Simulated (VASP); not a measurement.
A run of VASP 6.6.1:

POSCAR

```
Al2O3
1.0
    4.6137770000      0.0000000000      0.0000000000
    0.0000000000      9.5632790000      0.0000000000
    0.0000000000      0.0000000000      3.1198620000
Al O
4 6
Direct
    0.9829750000      0.8245730000      0.0000000000
    0.0170250000      0.1754270000      0.0000000000
    0.4829750000      0.6754270000      0.5000000000
    0.5170250000      0.3245730000      0.5000000000
    0.5000000000      0.5000000000      0.5000000000
    0.1236350000      0.7530500000      0.5000000000
    0.3763650000      0.2530500000      0.0000000000
    0.6236350000      0.7469500000      0.0000000000
    0.0000000000      0.0000000000      0.0000000000
    0.8763650000      0.2469500000      0.5000000000
```

The input INCAR.step1:

```
  ALGO = Fast
  EDIFF = 1E-7
  ENCUT = 520
  GGA = PE
  ISIF = 2
  ISMEAR = 0
  LASPH = True
  LCHARG = True
  LREAL = False
  LWAVE = False
  NBANDS = 35
  NELM = 100
  PREC = Accurate
  SIGMA = 0.02
```

Contents of KPOINTS.step1:

```
k-points
0
Gamma
  5 3 7
```

The input INCAR.step2:

```
  ALGO = Fast
  EDIFF = 1E-7
  ENCUT = 520
  GGA = PE
  ICHARG = 11
  ISIF = 2
  ISMEAR = -5
  LASPH = True
  LCHARG = False
  LORBIT = 11
  LREAL = False
  LWAVE = False
  NBANDS = 35
  NEDOS = 1001
  NELM = 100
  PREC = Accurate
  SIGMA = 0.02
```

File KPOINTS.step2:

```
k-points
0
Gamma
  8 5 11
```

Potentials or basis: VASP PAW PBE potentials, release 64 (Al, O).

Command:

```sh
$ cat potpaw_PBE.64/Al/POTCAR potpaw_PBE.64/O/POTCAR > POTCAR
$ cp INCAR.step1 INCAR
$ cp KPOINTS.step1 KPOINTS
$ mpirun -np 1 vasp_std > vasp.out
$ cp INCAR.step2 INCAR
$ cp KPOINTS.step2 KPOINTS
$ mpirun -np 1 vasp_std > vasp.out
```

Hardware: 1 thread of Intel(R) Xeon(R) Platinum 8488C (Sapphire Rapids), with other jobs on the host.

**Question.** Estimate the wall time of this run.

**Answer.** It took 5.1 min on 1 thread of Intel(R) Xeon(R) Platinum 8488C (Sapphire Rapids), on a shared host, peak memory 0.43 GiB. Counts: scf iterations 10, k points 90.
